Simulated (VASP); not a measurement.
# MgO (Fm-3m) in VASP: a series of runs, part 2 of 2

VASP 6.6.1.

**3. Relaxation of cell and atoms, PBE**

This run uses another cell than the first one, of 9.56 Å³/atom, 1.020 times its volume.

The input, INCAR:

```
SYSTEM = MgO
PREC = Accurate ; ENCUT = 600
EDIFF = 1E-7 ; ISMEAR = 0
SIGMA = 0.03 ; LREAL = .False.
LASPH = .True. ; NELM = 80
ALGO = Normal ; ISIF = 3
LWAVE = .False. ; LCHARG = .False.
GGA = PE ; IBRION = 2
NSW = 90 ; EDIFFG = -0.005
KPAR = 4
```

The input, KPOINTS:

```
Automatic mesh
0
Gamma
  12 12 12
  0 0 0
```

The input, POSCAR:

```
MgO                                     
1.0
    0.0000000000      2.1224813280      2.1224813280
    2.1224813280      0.0000000000      2.1224813280
    2.1224813280      2.1224813280      0.0000000000
  Mg              O             
     1     1
Direct
     0.0000000000000000    0.0000000000000000    0.0000000000000000
     0.5000000000000000    0.5000000000000000    0.5000000000000000
```

Potentials or basis: VASP PAW PBE potentials, release 64 (Mg, O).

On the command line:

```
$ cat potpaw_PBE.64/Mg/POTCAR potpaw_PBE.64/O/POTCAR > POTCAR
$ mpirun -np 4 vasp_std > vasp.out
```

OUTCAR:

```text
SYSTEM = MgO
   PREC = Accurate
   ENCUT = 600
   EDIFF = 1E-7
   ISMEAR = 0
   LREAL = .False.
   LASPH = .True.
   NELM = 80
   ISIF = 3
   GGA = PE
   IBRION = 2
   NSW = 90
   EDIFFG = -0.005

 ion  position               nearest neighbor table
   1  0.000  0.000  0.000-   2 2.12   2 2.12   2 2.12   2 2.12   2 2.12   2 2.12
   2  0.500  0.500  0.500-   1 2.12   1 2.12   1 2.12   1 2.12   1 2.12   1 2.12

  LATTYP: Found a face centered cubic cell.
 ALAT       =     4.2449626560

  Lattice vectors:

 A1 = (   0.0000000000,   2.1224813280,   2.1224813280)
 A2 = (   2.1224813280,   0.0000000000,   2.1224813280)
 A3 = (   2.1224813280,   2.1224813280,   0.0000000000)

Analysis of symmetry for initial positions (statically):
=====================================================================
 Subroutine PRICEL returns:
 Original cell was already a primitive cell.

 Routine SETGRP: Setting up the symmetry group for a
 face centered cubic supercell.

 Subroutine GETGRP returns: Found 48 space group operations
 (whereof 48 operations were pure point group operations)
 out of a pool of 48 trial point group operations.

The static configuration has the point symmetry O_h .

Analysis of symmetry for dynamics (positions and initial velocities):
=====================================================================
 Subroutine PRICEL returns:
 Original cell was already a primitive cell.

 Routine SETGRP: Setting up the symmetry group for a
 face centered cubic supercell.

 Subroutine GETGRP returns: Found 48 space group operations
 (whereof 48 operations were pure point group operations)
 out of a pool of 48 trial point group operations.

The dynamic configuration has the point symmetry O_h .

 Subroutine INISYM returns: Found 48 space group operations
 (whereof 48 operations are pure point group operations),
 and found     1 'primitive' translations

----------------------------------------------------------------------------------------

                                     Primitive cell

  volume of cell :      19.1232

  direct lattice vectors                    reciprocal lattice vectors
     0.000000000  2.122481328  2.122481328    -0.235573333  0.235573333  0.235573333
     2.122481328  0.000000000  2.122481328     0.235573333 -0.235573333  0.235573333
     2.122481328  2.122481328  0.000000000     0.235573333  0.235573333 -0.235573333

  length of vectors
     3.001641880  3.001641880  3.001641880     0.408024981  0.408024981  0.408024981

  position of ions in fractional coordinates (direct lattice)
     0.000000000  0.000000000  0.000000000
     0.500000000  0.500000000  0.500000000

  ion indices of the primitive-cell ions
   primitive index   ion index
                 1           1
                 2           2

----------------------------------------------------------------------------------------

 KPOINTS: Automatic mesh

Automatic generation of k-mesh.
 Grid dimensions read from file:
 generate k-points for:   12   12   12

 Generating k-lattice:

  Cartesian coordinates                     Fractional coordinates (reciprocal lattice)
    -0.019631111  0.019631111  0.019631111     0.083333333  0.000000000  0.000000000
     0.019631111 -0.019631111  0.019631111     0.000000000  0.083333333  0.000000000
     0.019631111  0.019631111 -0.019631111     0.000000000  0.000000000  0.083333333

  Length of vectors
     0.034002082  0.034002082  0.034002082

  Shift w.r.t. Gamma in fractional coordinates (k-lattice)
     0.000000000  0.000000000  0.000000000

 Subroutine IBZKPT returns following result:
 ===========================================

 Found     72 irreducible k-points:

 Following reciprocal coordinates:
            Coordinates               Weight
  0.000000  0.000000  0.000000      1.000000
  0.083333  0.000000  0.000000      8.000000
  0.166667  0.000000  0.000000      8.000000
  0.250000  0.000000  0.000000      8.000000
  0.333333  0.000000  0.000000      8.000000
  0.416667  0.000000  0.000000      8.000000
[... 16 lines left out ...]
  0.500000  0.166667  0.000000     24.000000
 -0.416667  0.166667  0.000000     24.000000
 [... further k-points ...]
   k-points           NKPTS =     72   k-points in BZ     NKDIM =     72   number of bands    NBANDS=      8
   number of dos      NEDOS =    301   number of ions     NIONS =      2
   total plane-waves  NPLWV =  13824
   dimension x,y,z NGX =    24 NGY =   24 NGZ =   24
   dimension x,y,z NGXF=    48 NGYF=   48 NGZF=   48
   ions per type =               1   1
   NGX,Y,Z   is equivalent  to a cutoff of  13.29, 13.29, 13.29 a.u.
   NGXF,Y,Z  is equivalent  to a cutoff of  26.58, 26.58, 26.58 a.u.
 SYSTEM =  MgO
   PREC   = accura    normal or accurate (medium, high low for compatibility)
   ISTART =      0    job   : 0-new  1-cont  2-samecut
   ICHARG =      2    charge: 1-file 2-atom 10-const
   ISPIN  =      1    spin polarized calculation?
   LNONCOLLINEAR =      F non collinear calculations
   LSORBIT =      F    spin-orbit coupling
   LASPH  =      T    aspherical Exc in radial PAW
   ENCUT  =  600.0 eV  44.10 Ry    6.64 a.u.   6.00  6.00  6.00*2*pi/ulx,y,z
   NELM   =     80;   NELMIN=  2; NELMDL= -5     # of ELM steps
   EDIFF  = 0.1E-06   stopping-criterion for ELM
   LREAL  =      F    real-space projection
   EDIFFG = -.5E-02   stopping-criterion for IOM
   NSW    =     90    number of steps for IOM
   IBRION =      2    ionic relax: 0-MD 1-quasi-New 2-CG
   NFREE  =      1    steps in history (QN), initial steepest desc. (CG)
   ISIF   =      3    stress and relaxation
   ISYM   =      2    0-nonsym 1-usesym 2-fastsym
   POTIM  = 0.5000    time-step for ionic-motion
   TEBEG  =    0.0;   TEEND  =   0.0 temperature during run
   PSTRESS=    0.0 pullay stress
   NELECT =       8.0000    total number of electrons
   NUPDOWN=      -1.0000    fix difference up-down
   EMIN   =  10.00;   EMAX   =-10.00  energy-range for DOS
   EFERMI =   0.00;   METHOD = LEGACY
   ISMEAR =     0;   SIGMA  =   0.03  broadening in eV -4-tet -1-fermi 0-gaus
   EFERMI_NEDOS =   21; number of points for ismear=-14 and -15
   IALGO  =     38    algorithm
   IMIX   =      4    mixing-type and parameters
     AMIX     =   0.40;   BMIX     =  1.00
     AMIX_MAG =   1.60;   BMIX_MAG =  1.00
  volume/ion in A,a.u.               =       9.56        64.53
  Fermi-wavevector in a.u.,A,eV,Ry     =   1.224384  2.313750 20.396711  1.499116
  Thomas-Fermi vector in A             =   2.359460
   LORBIT       =      0    0 simple, 1 ext, 2 COOP (PROOUT), +10 PAW based schemes
   GGA     = PE    functional components
   LHFCALC =     F    Hartree Fock is set to
   AEXX    =    0.0000 exact exchange contribution
   IVDW    =     0    specifies the selected vdW correction
   LEPSILON=     F    determine dielectric tensor
   LRPA    =     F    only Hartree local field effects (RPA)
 conjugate gradient relaxation of ions
 non-spin polarized calculation
 Gauss-broadening in eV      SIGMA  =   0.03
  energy-cutoff  :      600.00
  volume of cell :       19.12
 maximum number of plane-waves:       650
   NGX = 11   NGY = 11   NGZ = 11

 number of electron       8.0000004 magnetization

 Free energy of the ion-electron system (eV)
  ---------------------------------------------------
  ext. energy  EPLUGINS =         0.00000000
  ---------------------------------------------------
  free energy    TOTEN  =       -11.91497865 eV

  energy without entropy =      -11.91497865  energy(sigma->0) =      -11.91497865

 E-fermi :   3.2409     XC(G=0): -10.9682

 val. band max:        3.0120201121   @ k =   0.0000   0.0000   0.0000
 cond. band min:       7.5157886826   @ k =   0.0000   0.0000   0.0000
 fundamental gap:      4.5037685705
 Fermi energy:         3.2408554497

 k-point     1 :       0.0000    0.0000    0.0000
  band No.  band energies     occupation
      1     -14.1326      2.00000
      2       3.0120      2.00000
      3       3.0120      2.00000
      4       3.0120      2.00000
      5       7.5158      0.00000
      6      18.6817      0.00000
      7      18.6817      0.00000
      8      18.6817      0.00000
[... 243 lines left out ...]
 k-point    24 :      -0.4167    0.1667    0.0000
  band No.  band energies     occupation
      1     -12.8243      2.00000
      2      -1.1074      2.00000
      3       1.4782      2.00000
      4       2.2579      2.00000
      5      11.9025      0.00000
      6      15.1288      0.00000
      7      16.9606      0.00000
      8      19.6909      0.00000

 [... further k-points ...]

------------------------ aborting loop because EDIFF is reached ----------------------------------------

  FORCE on cell =-STRESS in cart. coord.  units (eV):
  Direction    XX          YY          ZZ          XY          YZ          ZX
  --------------------------------------------------------------------------------------
  -------------------------------------------------------------------------------------
  Total       -0.0039471     -0.0039471     -0.0039471      0.0000000      0.0000000     -0.0000000
  in kB       -0.3306923     -0.3306923     -0.3306923      0.0000000      0.0000000     -0.0000000
  external PRESSURE =      -0.3306923 kB  Pullay stress =       0.0000000 kB

 VOLUME and BASIS-vectors are now :
 -----------------------------------------------------------------------------
  energy-cutoff  :      600.00
  volume of cell :       19.12
      direct lattice vectors                 reciprocal lattice vectors
     0.000000000  2.122481328  2.122481328    -0.235573333  0.235573333  0.235573333
     2.122481328  0.000000000  2.122481328     0.235573333 -0.235573333  0.235573333
     2.122481328  2.122481328  0.000000000     0.235573333  0.235573333 -0.235573333

 POSITION                                       TOTAL-FORCE (eV/Angst)
 -----------------------------------------------------------------------------------
      0.00000      0.00000      0.00000         0.000000      0.000000      0.000000
      2.12248      2.12248      2.12248        -0.000000     -0.000000     -0.000000
 -----------------------------------------------------------------------------------
    total drift:                               -0.000000     -0.000000      0.000000

  FREE ENERGIE OF THE ION-ELECTRON SYSTEM (eV)
  ---------------------------------------------------
  free  energy   TOTEN  =       -11.9149786477 eV

  energy  without entropy=      -11.9149786477  energy(sigma->0) =      -11.91497865

 reached required accuracy - stopping structural energy minimisation
```

OSZICAR:

```text
N       E                     dE             d eps       ncg     rms          rms(c)
DAV:   1     0.187066335651E+02    0.18707E+02   -0.52000E+03  1312   0.100E+03
DAV:   2    -0.129457061278E+02   -0.31652E+02   -0.28779E+02  1408   0.150E+02
DAV:   3    -0.134692950990E+02   -0.52359E+00   -0.52359E+00  1456   0.226E+01
DAV:   4    -0.134702196966E+02   -0.92460E-03   -0.92460E-03  1608   0.896E-01
DAV:   5    -0.134702204490E+02   -0.75232E-06   -0.75232E-06  1488   0.175E-02    0.719E+00
DAV:   6    -0.119366656266E+02    0.15336E+01   -0.10243E+01  1152   0.225E+01    0.232E+00
DAV:   7    -0.119208209942E+02    0.15845E-01   -0.52522E-02  1232   0.276E+00    0.132E+00
DAV:   8    -0.119149876179E+02    0.58334E-02   -0.26277E-02  1152   0.247E+00    0.165E-01
DAV:   9    -0.119148693097E+02    0.11831E-03   -0.48480E-04  1696   0.200E-01    0.741E-02
DAV:  10    -0.119149785539E+02   -0.10924E-03   -0.13473E-04  1184   0.126E-01    0.551E-03
DAV:  11    -0.119149786970E+02   -0.14310E-06   -0.98810E-07  1752   0.930E-03    0.315E-03
DAV:  12    -0.119149786477E+02    0.49318E-07   -0.45808E-07  1208   0.626E-03
   1 F= -.11914979E+02 E0= -.11914979E+02  d E =-.119150E+02
```

CONTCAR:

```text
MgO
   1.00000000000000
     0.0000000000000000    2.1224813280000001    2.1224813280000001
     2.1224813280000001    0.0000000000000000    2.1224813280000001
     2.1224813280000001    2.1224813280000001    0.0000000000000000
  Mg              O
     1     1
Direct
     0.0000000000000000    0.0000000000000000    0.0000000000000000
     0.5000000000000000    0.5000000000000000    0.5000000000000000

  0.00000000E+00  0.00000000E+00  0.00000000E+00
  0.00000000E+00  0.00000000E+00  0.00000000E+00
```

It took 5.5 s on 4 MPI ranks of Intel Xeon Platinum 8559C (Emerald Rapids), shared host; peak memory 0.13 GiB.

Results:

* Free energy: -11.9150 eV
* Pressure after relaxing: 0.0 GPa
* Band gap on the k mesh: 4.50 eV, direct

Final structure:
```
CELL_PARAMETERS angstrom
0.00000 2.12248 2.12248
2.12248 0.00000 2.12248
2.12248 2.12248 0.00000
ATOMIC_POSITIONS crystal
Mg 0.00000 0.00000 0.00000
O 0.50000 0.50000 0.50000
```

Levels at points of the mesh, in eV from the valence-band top:
| k point | band 1 | band 2 | band 3 | band 4 | band 5 | band 6 | band 7 | band 8 |
| --- | --- | --- | --- | --- | --- | --- | --- | --- |
| (0.00, 0.00, 0.00) | -17.14 | 0.00 | 0.00 | 0.00 | 4.50 | 15.67 | 15.67 | 15.67 |
| (0.50, 0.00, 0.00) | -15.92 | -4.51 | -0.63 | -0.63 | 7.75 | 12.34 | 16.07 | 16.07 |
| (0.50, 0.50, 0.00) | -15.67 | -3.99 | -1.32 | -1.32 | 9.09 | 9.72 | 12.85 | 18.62 |

Caveat: the relaxation stopped at its first step, so nothing moved. A k mesh can miss the band edges.
